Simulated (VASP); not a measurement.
# Si (P6_3/mmc) in VASP: a series of runs

The runs below take Si through single point, with PBE.

Everything below comes from runs of VASP 6.6.1. Logs are shortened: lines on timing, memory, paths and dates and some standing lists are left out, and cuts for length are marked.

## (1) The structure

The structure is hexagonal, space group P6_3/mmc (No. 194). The conventional cell has a = 3.831 Å, b = 3.831 Å, c = 6.333 Å, α = 90.00°, β = 90.00°, γ = 120.00°. Around Si (site symmetry 3m) lie 4 Si at 2.35 to 2.37 Å.

This isn't the form of Si at room conditions, which is diamond.

## (2) Single point, PBE

Input file INCAR:

```
PREC = Accurate
ENCUT = 280
EDIFF = 1E-6
ISMEAR = 0
SIGMA = 0.05
LREAL = F
LASPH = T
NELM = 100
ALGO = Normal
ISIF = 2
LWAVE = F
LCHARG = F
GGA = PE
NBANDS = 16
ADDGRID = F
```

Input file KPOINTS:

```
Automatic mesh
0
Gamma
  2 2 1
```

Input file POSCAR:

```
Si
1.0
    3.8313174605      0.0000000000      0.0000000000
   -1.9156587303      3.3180182508      0.0000000000
    0.0000000000      0.0000000000      6.3326220002
Si
4
Direct
    0.6666666667      0.3333333333      0.9369905000
    0.3333333333      0.6666666667      0.4369905000
    0.6666666667      0.3333333333      0.5630095000
    0.3333333333      0.6666666667      0.0630095000
```

Potentials or basis: VASP PAW PBE potentials, release 64 (Si).

Started as:

```sh
cat potpaw_PBE.64/Si/POTCAR > POTCAR
mpirun -np 1 vasp_std > vasp.out
```

OUTCAR:

```text
PREC = Accurate
   ENCUT = 280
   EDIFF = 1E-6
   ISMEAR = 0
   LREAL = F
   LASPH = T
   NELM = 100
   ISIF = 2
   GGA = PE

 Found      2 irreducible k-points:

 Following reciprocal coordinates:
            Coordinates               Weight
  0.000000  0.000000  0.000000      1.000000
  0.500000  0.000000  0.000000      3.000000
   k-points           NKPTS =      2   k-points in BZ     NKDIM =      2   number of bands    NBANDS=     16
   number of dos      NEDOS =    301   number of ions     NIONS =      4
   total plane-waves  NPLWV =  20736
   dimension x,y,z NGX =    24 NGY =   24 NGZ =   36
   dimension x,y,z NGXF=    48 NGYF=   48 NGZF=   72
   ions per type =               4
   NGX,Y,Z   is equivalent  to a cutoff of  10.41, 10.41,  9.45 a.u.
   NGXF,Y,Z  is equivalent  to a cutoff of  20.83, 20.83, 18.90 a.u.
 SYSTEM =  unknown system
   PREC   = accura    normal or accurate (medium, high low for compatibility)
   ISTART =      0    job   : 0-new  1-cont  2-samecut
   ICHARG =      2    charge: 1-file 2-atom 10-const
   ISPIN  =      1    spin polarized calculation?
   LNONCOLLINEAR =      F non collinear calculations
   LSORBIT =      F    spin-orbit coupling
   LASPH  =      T    aspherical Exc in radial PAW
   ENCUT  =  280.0 eV  20.58 Ry    4.54 a.u.   5.23  5.23  8.64*2*pi/ulx,y,z
   NELM   =    100;   NELMIN=  2; NELMDL= -5     # of ELM steps
   EDIFF  = 0.1E-05   stopping-criterion for ELM
   LREAL  =      F    real-space projection
   EDIFFG = 0.1E-04   stopping-criterion for IOM
   NSW    =      0    number of steps for IOM
   IBRION =     -1    ionic relax: 0-MD 1-quasi-New 2-CG
   NFREE  =      0    steps in history (QN), initial steepest desc. (CG)
   ISIF   =      2    stress and relaxation
   ISYM   =      2    0-nonsym 1-usesym 2-fastsym
   POTIM  = 0.5000    time-step for ionic-motion
   TEBEG  =    0.0;   TEEND  =   0.0 temperature during run
   PSTRESS=    0.0 pullay stress
   NELECT =      16.0000    total number of electrons
   NUPDOWN=      -1.0000    fix difference up-down
   EMIN   =  10.00;   EMAX   =-10.00  energy-range for DOS
   EFERMI =   0.00;   METHOD = LEGACY
   ISMEAR =     0;   SIGMA  =   0.05  broadening in eV -4-tet -1-fermi 0-gaus
   EFERMI_NEDOS =   21; number of points for ismear=-14 and -15
   IALGO  =     38    algorithm
   IMIX   =      4    mixing-type and parameters
     AMIX     =   0.40;   BMIX     =  1.00
     AMIX_MAG =   1.60;   BMIX_MAG =  1.00
  volume/ion in A,a.u.               =      20.13       135.81
  Fermi-wavevector in a.u.,A,eV,Ry     =   0.955384  1.805414 12.418837  0.912759
  Thomas-Fermi vector in A             =   2.084217
   LORBIT       =      0    0 simple, 1 ext, 2 COOP (PROOUT), +10 PAW based schemes
   GGA     = PE    functional components
   LHFCALC =     F    Hartree Fock is set to
   AEXX    =    0.0000 exact exchange contribution
   IVDW    =     0    specifies the selected vdW correction
   LEPSILON=     F    determine dielectric tensor
   LRPA    =     F    only Hartree local field effects (RPA)
 non-spin polarized calculation
 Gauss-broadening in eV      SIGMA  =   0.05
  energy-cutoff  :      280.00
  volume of cell :       80.50
 maximum number of plane-waves:       869
 NGX is ok and might be reduce to    24
   NGX = 11   NGY = 11   NGZ = 17

 number of electron      16.0000002 magnetization

 Free energy of the ion-electron system (eV)
  ---------------------------------------------------
  ext. energy  EPLUGINS =         0.00000000
  ---------------------------------------------------
  free energy    TOTEN  =       -19.39476971 eV

  energy without entropy =      -19.39476943  energy(sigma->0) =      -19.39476957

 E-fermi :   6.3584     XC(G=0):  -9.3234

 val. band max:        6.1885349045   @ k =   0.0000   0.0000   0.0000
 cond. band min:       6.5311841588   @ k =   0.5000   0.0000   0.0000
 fundamental gap:      0.3426492543
 Fermi energy:         6.3584368860

 k-point     1 :       0.0000    0.0000    0.0000
  band No.  band energies     occupation
      1      -6.0604      2.00000
      2      -3.7464      2.00000
      3      -1.1263      2.00000
      4       4.6445      2.00000
      5       4.6445      2.00000
      6       5.7697      2.00000
[... 8 lines left out ...]
     15      10.2950      0.00000
     16      12.0312      0.00000

 k-point     2 :       0.5000    0.0000    0.0000
  band No.  band energies     occupation
      1      -3.8725      2.00000
      2      -2.3044      2.00000
      3      -1.4588      2.00000
      4       0.1898      2.00000
      5       1.4358      2.00000
      6       3.0884      2.00000
[... 8 lines left out ...]
     15      12.5760      0.00000
     16      14.2204      0.00000

------------------------ aborting loop because EDIFF is reached ----------------------------------------

  FORCE on cell =-STRESS in cart. coord.  units (eV):
  Direction    XX          YY          ZZ          XY          YZ          ZX
  --------------------------------------------------------------------------------------
  -------------------------------------------------------------------------------------
  Total        4.1405721      4.1405721     -2.4854523     -0.0000000      0.0000000      0.0000000
  in kB       82.4063086     82.4063086    -49.4658569     -0.0000000      0.0000000      0.0000000
  external PRESSURE =      38.4489201 kB  Pullay stress =       0.0000000 kB

 VOLUME and BASIS-vectors are now :
 -----------------------------------------------------------------------------
  energy-cutoff  :      280.00
  volume of cell :       80.50
      direct lattice vectors                 reciprocal lattice vectors
     3.831317461  0.000000000  0.000000000     0.261006823  0.150692360  0.000000000
    -1.915658730  3.318018251  0.000000000     0.000000000  0.301384720  0.000000000
     0.000000000  0.000000000  6.332622000     0.000000000  0.000000000  0.157912473

 POSITION                                       TOTAL-FORCE (eV/Angst)
 -----------------------------------------------------------------------------------
      1.91566      1.10601      5.93361        -0.000000      0.000000      0.580159
     -0.00000      2.21201      2.76730         0.000000     -0.000000      0.580159
      1.91566      1.10601      3.56533        -0.000000      0.000000     -0.580159
     -0.00000      2.21201      0.39902         0.000000     -0.000000     -0.580159
 -----------------------------------------------------------------------------------
    total drift:                                0.000000     -0.000000      0.000000

  FREE ENERGIE OF THE ION-ELECTRON SYSTEM (eV)
  ---------------------------------------------------
  free  energy   TOTEN  =       -19.3947697097 eV

  energy  without entropy=      -19.3947694349  energy(sigma->0) =      -19.39476957
```

Run time: 3.2 s. Hardware: 1 thread of AMD EPYC 7R13 (Zen 3), shared host; peak memory 0.1 GiB.

The run converged, but some of its settings lie outside the range that counts as converged, so its numbers aren't taken as properties of the crystal.

Results:

```yaml
Free_energy: -19.3948 eV
Largest_force: 0.580 eV/Å
Band_gap_on_the_k_mesh: 0.34 eV, indirect (least direct gap 0.97 eV)
```

Caveat: the k mesh is coarse (spacing up to 0.99 Å⁻¹), so the values aren't converged; the cutoff is under 1.25 times the usual one of these potentials, so pressure, stress and relaxed cells hold a basis-set (Pulay) error; an odd mesh through Γ misses points on the zone boundary, where band edges often lie.

## (3) Single point, PBE

INCAR is that of step 2.

KPOINTS is that of step 2.

Input file POSCAR:

```
Si
1.0
    3.8313174605      0.0000000000      0.0000000000
   -1.9156587303      3.3180182508      0.0000000000
    0.0000000000      0.0000000000      6.3326220002
Si
4
Direct
    0.6655130000      0.3227030000      0.9380340000
    0.3547120000      0.6831860000      0.4293900000
    0.6599490000      0.3251260000      0.5656880000
    0.3139780000      0.6447660000      0.0617650000
```

Potentials or basis: VASP PAW PBE potentials, release 64 (Si).

Started as:

```sh
cat potpaw_PBE.64/Si/POTCAR > POTCAR
mpirun -np 1 vasp_std > vasp.out
```

Wall time 4.7 s (1 thread of AMD EPYC 7R13 (Zen 3), shared host); peak memory 0.1 GiB.

The run converged, but some of its settings lie outside the range that counts as converged, so its numbers aren't taken as properties of the crystal.

Results:

```yaml
Free_energy: -19.2494 eV
Largest_force: 1.615 eV/Å
Band_gap_on_the_k_mesh: 0.08 eV, indirect (least direct gap 0.74 eV)
```

Caveat: the k mesh is coarse (spacing up to 0.99 Å⁻¹), so the values aren't converged; the cutoff is under 1.25 times the usual one of these potentials, so pressure, stress and relaxed cells hold a basis-set (Pulay) error; an odd mesh through Γ misses points on the zone boundary, where band edges often lie.
